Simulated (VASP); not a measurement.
# ScAl3N4 (Cmc2_1) in VASP: relaxation of cell and atoms with PBEsol

Aim: the relaxation of cell and atoms of ScAl3N4 with PBEsol.

Program: VASP 6.6.1. These are calculated values, not measurements. Logs are shortened: lines on timing, memory, paths and dates and some standing lists are left out, and cuts for length are marked.

## Step 1: The structure

It takes space group Cmc2_1 (No. 36, orthorhombic). The conventional cell has a = 6.454 Å, b = 11.179 Å, c = 5.025 Å, α = 90.00°, β = 90.00°, γ = 90.00°. Al (site symmetry 1) is surrounded by 4 N at 1.92 to 1.96 Å. Al (site symmetry m) has 4 N at 1.92 to 1.96 Å as nearest neighbours. Around Sc (site symmetry m) lie 4 N at 1.92 to 1.96 Å. Around N (site symmetry m) lie 2 Sc at 1.92 to 1.96 Å and 2 Al at 1.96 Å. N (site symmetry 1) is surrounded by 3 Al at 1.92 to 1.96 Å and 1 Sc at 1.96 Å. N (site symmetry m) has 4 Al at 1.92 to 1.96 Å as nearest neighbours.

The cell was built by a generator and needn't be a form met in nature.

## Step 2: Relaxation of cell and atoms, PBEsol

INCAR

```
ALGO = Normal
EDIFF = 1E-7
EDIFFG = -0.02
ENCUT = 600
GGA = PS
IBRION = 2
ISIF = 3
ISMEAR = 0
LASPH = True
LCHARG = False
LREAL = False
LWAVE = False
NELM = 60
NSW = 60
PREC = Accurate
SIGMA = 0.05
```

KPOINTS

```
k-points
0
Gamma
  4 4 5
```

POSCAR

```
ScAl3N4
1.0
    6.4540800000      0.0000000000      0.0000000000
   -3.2270400000      5.5893972381      0.0000000000
    0.0000000000      0.0000000000      5.0247500000
Al Sc N
6 2 8
Direct
    0.3333333333      0.1666666667      0.5000000000
    0.1666666667      0.8333333333      0.0000000000
    0.3333333333      0.6666666667      0.5000000000
    0.6666666667      0.3333333333      0.0000000000
    0.6666666667      0.8333333333      0.0000000000
    0.8333333333      0.6666666667      0.5000000000
    0.1666666667      0.3333333333      0.0000000000
    0.8333333333      0.1666666667      0.5000000000
    0.1666666667      0.3333333333      0.3820000000
    0.3333333333      0.1666666667      0.8820000000
    0.1666666667      0.8333333333      0.3820000000
    0.3333333333      0.6666666667      0.8820000000
    0.6666666667      0.3333333333      0.3820000000
    0.8333333333      0.1666666667      0.8820000000
    0.6666666667      0.8333333333      0.3820000000
    0.8333333333      0.6666666667      0.8820000000
```

Potentials or basis: VASP PAW PBE potentials, release 64 (Al, Sc_sv, N).

Command:

```sh
cat potpaw_PBE.64/Al/POTCAR potpaw_PBE.64/Sc_sv/POTCAR potpaw_PBE.64/N/POTCAR > POTCAR
mpirun -np 1 vasp_std > vasp.out
```

OUTCAR:

```text
EDIFF = 1E-7
   EDIFFG = -0.02
   ENCUT = 600
   GGA = PS
   IBRION = 2
   ISIF = 3
   ISMEAR = 0
   LASPH = True
   LREAL = False
   NELM = 60
   NSW = 60
   PREC = Accurate

 ion  position               nearest neighbor table
   1  0.333  0.167  0.500-  10 1.92   9 1.96  13 1.96  11 1.96   7 3.13   7 3.13   4 3.13   4 3.13
                             2 3.13   2 3.13   8 3.23   8 3.23   3 3.23   3 3.23   6 3.23   6 3.23
   2  0.167  0.833  0.000-  11 1.92  12 1.96  16 1.96  10 1.96   3 3.13   3 3.13   6 3.13   6 3.13
                             1 3.13   1 3.13   5 3.23   5 3.23   4 3.23   7 3.23   7 3.23   4 3.23
   3  0.333  0.667  0.500-  12 1.92  11 1.96  15 1.96   9 1.96   2 3.13   2 3.13   5 3.13   5 3.13
                             7 3.13   7 3.13   6 3.23   6 3.23   1 3.23   1 3.23   8 3.23   8 3.23
   4  0.667  0.333  0.000-  13 1.92  14 1.96  10 1.96  16 1.96   8 3.13   8 3.13   1 3.13   1 3.13
                             6 3.13   6 3.13   7 3.23   7 3.23   5 3.23   5 3.23   2 3.23   2 3.23
   5  0.667  0.833  0.000-  15 1.92  16 1.96  12 1.96  14 1.96   6 3.13   6 3.13   3 3.13   3 3.13
                             8 3.13   8 3.13   2 3.23   2 3.23   7 3.23   4 3.23   4 3.23   7 3.23
   6  0.833  0.667  0.500-  16 1.92  15 1.96  11 1.96  13 1.96   5 3.13   5 3.13   2 3.13   2 3.13
                             4 3.13   4 3.13   3 3.23   3 3.23   1 3.23   8 3.23   8 3.23   1 3.23
   7  0.167  0.333  0.000-   9 1.92  10 1.96  14 1.96  12 1.96   1 3.13   1 3.13   8 3.13   8 3.13
                             3 3.13   3 3.13   4 3.23   4 3.23   5 3.23   2 3.23   2 3.23   5 3.23
   8  0.833  0.167  0.500-  14 1.92  13 1.96   9 1.96  15 1.96   4 3.13   4 3.13   7 3.13   7 3.13
                             5 3.13   5 3.13   1 3.23   1 3.23   6 3.23   6 3.23   3 3.23   3 3.23
   9  0.167  0.333  0.382-   7 1.92   1 1.96   8 1.96   3 1.96
  10  0.333  0.167  0.882-   1 1.92   7 1.96   4 1.96   2 1.96
  11  0.167  0.833  0.382-   2 1.92   3 1.96   6 1.96   1 1.96
  12  0.333  0.667  0.882-   3 1.92   2 1.96   5 1.96   7 1.96
  13  0.667  0.333  0.382-   4 1.92   8 1.96   1 1.96   6 1.96
  14  0.833  0.167  0.882-   8 1.92   4 1.96   7 1.96   5 1.96
  15  0.667  0.833  0.382-   5 1.92   6 1.96   3 1.96   8 1.96
  16  0.833  0.667  0.882-   6 1.92   5 1.96   2 1.96   4 1.96

  LATTYP: Found a hexagonal cell.
 ALAT       =     6.4540800000
 C/A-ratio  =     0.7785385369

  Lattice vectors:

 A1 = (   6.4540800000,   0.0000000000,   0.0000000000)
 A2 = (  -3.2270400000,   5.5893972381,   0.0000000000)
 A3 = (   0.0000000000,   0.0000000000,   5.0247500000)

Analysis of symmetry for initial positions (statically):
=====================================================================
 Subroutine PRICEL returns:
 Original cell was already a primitive cell.

 Routine SETGRP: Setting up the symmetry group for a
 hexagonal supercell.

 Subroutine GETGRP returns: Found  4 space group operations
 (whereof  1 operations were pure point group operations)
 out of a pool of 24 trial point group operations.

The static configuration has the point symmetry C_1 .
 The point group associated with its full space group is C_2v.

Analysis of symmetry for dynamics (positions and initial velocities):
=====================================================================
 Subroutine PRICEL returns:
 Original cell was already a primitive cell.

 Routine SETGRP: Setting up the symmetry group for a
 hexagonal supercell.

 Subroutine GETGRP returns: Found  4 space group operations
 (whereof  1 operations were pure point group operations)
 out of a pool of 24 trial point group operations.

The dynamic configuration has the point symmetry C_1 .
 The point group associated with its full space group is C_2v.

 Subroutine INISYM returns: Found  4 space group operations
 (whereof  1 operations are pure point group operations),
 and found     1 'primitive' translations

----------------------------------------------------------------------------------------

                                     Primitive cell

  volume of cell :     181.2649

  direct lattice vectors                    reciprocal lattice vectors
     6.454080000  0.000000000  0.000000000     0.154940751  0.089455084  0.000000000
    -3.227040000  5.589397238  0.000000000     0.000000000  0.178910168  0.000000000
     0.000000000  0.000000000  5.024750000     0.000000000  0.000000000  0.199014876

  length of vectors
     6.454080000  6.454080000  5.024750000     0.178910168  0.178910168  0.199014876

  position of ions in fractional coordinates (direct lattice)
     0.333333333  0.166666667  0.500000000
     0.166666667  0.833333333  0.000000000
     0.333333333  0.666666667  0.500000000
     0.666666667  0.333333333  0.000000000
     0.666666667  0.833333333  0.000000000
     0.833333333  0.666666667  0.500000000
[... 8 lines left out ...]
     0.666666667  0.833333333  0.382000000
     0.833333333  0.666666667  0.882000000

  ion indices of the primitive-cell ions
   primitive index   ion index
[... 30 lines left out ...]
     0.000000000  0.000000000  0.039802975     0.000000000  0.000000000  0.200000000

  Length of vectors
     0.044727542  0.044727542  0.039802975

  Shift w.r.t. Gamma in fractional coordinates (k-lattice)
     0.000000000  0.000000000  0.000000000

 Subroutine IBZKPT returns following result:
 ===========================================

 Found     21 irreducible k-points:

 Following reciprocal coordinates:
            Coordinates               Weight
  0.000000  0.000000  0.000000      1.000000
  0.250000  0.000000  0.000000      2.000000
  0.000000  0.250000  0.000000      4.000000
  0.500000  0.000000  0.000000      1.000000
  0.000000  0.500000  0.000000      2.000000
  0.250000  0.250000  0.000000      4.000000
[... 13 lines left out ...]
  0.250000  0.250000  0.400000      8.000000
 -0.250000  0.500000  0.400000      4.000000
   k-points           NKPTS =     21   k-points in BZ     NKDIM =     21   number of bands    NBANDS=     49
   number of dos      NEDOS =    301   number of ions     NIONS =     16
   total plane-waves  NPLWV = 116640
   dimension x,y,z NGX =    54 NGY =   54 NGZ =   40
   dimension x,y,z NGXF=   108 NGYF=  108 NGZF=   80
   ions per type =               6   2   8
   NGX,Y,Z   is equivalent  to a cutoff of  13.91, 13.91, 13.23 a.u.
   NGXF,Y,Z  is equivalent  to a cutoff of  27.82, 27.82, 26.47 a.u.
 SYSTEM =  unknown system
   PREC   = accura    normal or accurate (medium, high low for compatibility)
   ISTART =      0    job   : 0-new  1-cont  2-samecut
   ICHARG =      2    charge: 1-file 2-atom 10-const
   ISPIN  =      1    spin polarized calculation?
   LNONCOLLINEAR =      F non collinear calculations
   LSORBIT =      F    spin-orbit coupling
   LASPH  =      T    aspherical Exc in radial PAW
   ENCUT  =  600.0 eV  44.10 Ry    6.64 a.u.  12.89 12.89 10.04*2*pi/ulx,y,z
   NELM   =     60;   NELMIN=  2; NELMDL= -5     # of ELM steps
   EDIFF  = 0.1E-06   stopping-criterion for ELM
   LREAL  =      F    real-space projection
   EDIFFG = -.2E-01   stopping-criterion for IOM
   NSW    =     60    number of steps for IOM
   IBRION =      2    ionic relax: 0-MD 1-quasi-New 2-CG
   NFREE  =      1    steps in history (QN), initial steepest desc. (CG)
   ISIF   =      3    stress and relaxation
   ISYM   =      2    0-nonsym 1-usesym 2-fastsym
   POTIM  = 0.5000    time-step for ionic-motion
   TEBEG  =    0.0;   TEEND  =   0.0 temperature during run
   PSTRESS=    0.0 pullay stress
   NELECT =      80.0000    total number of electrons
   NUPDOWN=      -1.0000    fix difference up-down
   EMIN   =  10.00;   EMAX   =-10.00  energy-range for DOS
   EFERMI =   0.00;   METHOD = LEGACY
   ISMEAR =     0;   SIGMA  =   0.05  broadening in eV -4-tet -1-fermi 0-gaus
   EFERMI_NEDOS =   21; number of points for ismear=-14 and -15
   IALGO  =     38    algorithm
   IMIX   =      4    mixing-type and parameters
     AMIX     =   0.40;   BMIX     =  1.00
     AMIX_MAG =   1.60;   BMIX_MAG =  1.00
  volume/ion in A,a.u.               =      11.33        76.45
  Fermi-wavevector in a.u.,A,eV,Ry     =   1.246427  2.355406 21.137748  1.553581
  Thomas-Fermi vector in A             =   2.380605
   LORBIT       =      0    0 simple, 1 ext, 2 COOP (PROOUT), +10 PAW based schemes
   GGA     = PS    functional components
   LHFCALC =     F    Hartree Fock is set to
   AEXX    =    0.0000 exact exchange contribution
   IVDW    =     0    specifies the selected vdW correction
   LEPSILON=     F    determine dielectric tensor
   LRPA    =     F    only Hartree local field effects (RPA)
 conjugate gradient relaxation of ions
 non-spin polarized calculation
 Gauss-broadening in eV      SIGMA  =   0.05
  energy-cutoff  :      600.00
  volume of cell :      181.26
 maximum number of plane-waves:      6062
 NGX is ok and might be reduce to    54
   NGX = 25   NGY = 25   NGZ = 21

--------------------------------------- Ionic step        1  -------------------------------------------

 number of electron      79.9999994 magnetization

 Free energy of the ion-electron system (eV)
  ---------------------------------------------------
  ext. energy  EPLUGINS =         0.00000000
  ---------------------------------------------------
  free energy    TOTEN  =      -129.02404958 eV

  energy without entropy =     -129.02404958  energy(sigma->0) =     -129.02404958

------------------------ aborting loop because EDIFF is reached ----------------------------------------

  FORCE on cell =-STRESS in cart. coord.  units (eV):
  Direction    XX          YY          ZZ          XY          YZ          ZX
  --------------------------------------------------------------------------------------
  -------------------------------------------------------------------------------------
  Total        0.9368950      0.9516486      7.5600147     -0.0127770      0.0000000      0.0000000
  in kB        8.2810945      8.4114994     66.8219960     -0.1129340      0.0000000      0.0000000
  external PRESSURE =      27.8381966 kB  Pullay stress =       0.0000000 kB
[... 131 lines left out ...]
  FREE ENERGIE OF THE ION-ELECTRON SYSTEM (eV)
  ---------------------------------------------------
  free  energy   TOTEN  =      -130.2990620609 eV

  energy  without entropy=     -130.2990620609  energy(sigma->0) =     -130.29906206

[... ionic steps 4 to 11 ...]

--------------------------------------- Ionic step       12  -------------------------------------------

 number of electron      80.0000006 magnetization

------------------------ aborting loop because EDIFF is reached ----------------------------------------
[... 95 lines left out ...]
--------------------------------------- Ionic step       14  -------------------------------------------

 number of electron      80.0000006 magnetization

 Free energy of the ion-electron system (eV)
  ---------------------------------------------------
  ext. energy  EPLUGINS =         0.00000000
  ---------------------------------------------------
  free energy    TOTEN  =      -130.47943427 eV

  energy without entropy =     -130.47943427  energy(sigma->0) =     -130.47943427

 E-fermi :   5.4085     XC(G=0): -11.0496

 val. band max:        5.0399460338   @ k =   0.0000   0.0000   0.0000
 cond. band min:       8.6266358499   @ k =   0.2500   0.2500   0.0000
 fundamental gap:      3.5866898161
 Fermi energy:         5.4084855146

 k-point     1 :       0.0000    0.0000    0.0000
  band No.  band energies     occupation
      1     -41.5533      2.00000
      2     -41.5195      2.00000
      3     -20.5207      2.00000
      4     -20.4929      2.00000
      5     -20.4535      2.00000
      6     -20.4196      2.00000
[... 1124 lines left out ...]
  FREE ENERGIE OF THE ION-ELECTRON SYSTEM (eV)
  ---------------------------------------------------
  free  energy   TOTEN  =      -130.4794342739 eV

  energy  without entropy=     -130.4794342739  energy(sigma->0) =     -130.47943427

 reached required accuracy - stopping structural energy minimisation
```

It took 26 min on 1 thread of Intel Xeon 6975P-C (Granite Rapids), shared host; peak memory 0.49 GiB.

What came out:

```
Free energy                            : -130.4794 eV
Relaxed volume                         : 11.28 Å³/atom
Relaxed cell                           : a = 6.447 Å, b = 6.479 Å, c = 4.997 Å, α = 90.00°, β = 90.00°, γ = 120.16°
Space group after relaxing (to 0.05 Å) : Cmc2_1 (No. 36)
Energy gained by relaxing              : 91.0 meV/atom
Ionic steps                            : 14
Pressure after relaxing                : 0.0 GPa
Largest force after relaxing           : 0.015 eV/Å
Band gap on the k mesh                 : 3.59 eV, indirect (least direct gap 3.65 eV)
```

Forces on the atoms (eV/Å):
```
Al  -0.011 -0.007  0.004
Al   0.004  0.002  0.015
Al  -0.011 -0.006  0.004
Al   0.011  0.007  0.004
Al   0.011  0.006  0.004
Al  -0.004 -0.002  0.015
Sc   0.000  0.000 -0.001
Sc   0.000  0.000 -0.001
N   -0.003 -0.002 -0.005
N    0.007  0.002 -0.005
N   -0.009 -0.005 -0.007
N    0.005  0.005 -0.005
N   -0.007 -0.002 -0.005
N    0.003  0.002 -0.005
N   -0.005 -0.005 -0.005
N    0.009  0.005 -0.007
```

The path:
```
step  energy change (eV)  largest force (eV/Å)  pressure (GPa)  volume (Å³)
   1              0.0000                3.8728            2.78       181.26
   2             -1.1820                0.8386           -5.13       186.45
   3             -1.2750                0.7190           -3.94       185.28
   4             -1.4092                0.4417            2.33       178.63
   5             -1.4217                0.3715            0.82       180.08
   6             -1.4407                0.2041           -0.16       180.88
   7             -1.4411                0.1887           -0.33       181.03
   8             -1.4506                0.0927           -0.21       180.79
   9             -1.4516                0.1079           -0.15       180.68
  10             -1.4546                0.0441            0.18       180.29
  11             -1.4546                0.0440            0.18       180.30
  12             -1.4552                0.0272           -0.10       180.55
  13             -1.4552                0.0275           -0.07       180.52
  14             -1.4554                0.0154            0.01       180.45
```

Final structure:
```
Al Sc N
1.0
     6.44710   -0.01826    0.00000
    -3.23937    5.61075    0.00000
     0.00000    0.00000    4.99659
Al Sc N
6 2 8
Cartesian
  1.6299 0.9146 2.4907
  -1.6132 4.6794 4.9720
  -0.0127 3.7596 2.4907
  3.1975 1.8725 4.9890
  1.6007 4.6382 4.9890
  3.2012 3.7185 2.4737
  0.0469 1.8973 4.9437
  4.7805 0.8898 2.4454
  0.0721 1.9119 2.0677
  1.7240 0.8594 4.3784
  -1.6319 4.6686 1.8995
  -0.0135 3.8687 4.3784
  3.1035 1.9277 1.8801
  4.7554 0.8753 4.5660
  1.6015 4.5292 1.8801
  3.2200 3.7293 4.3978
```

Caveat: the PAW data sets were made with another functional, which shifts forces and pressure a little; an odd mesh through Γ misses points on the zone boundary, where band edges often lie.
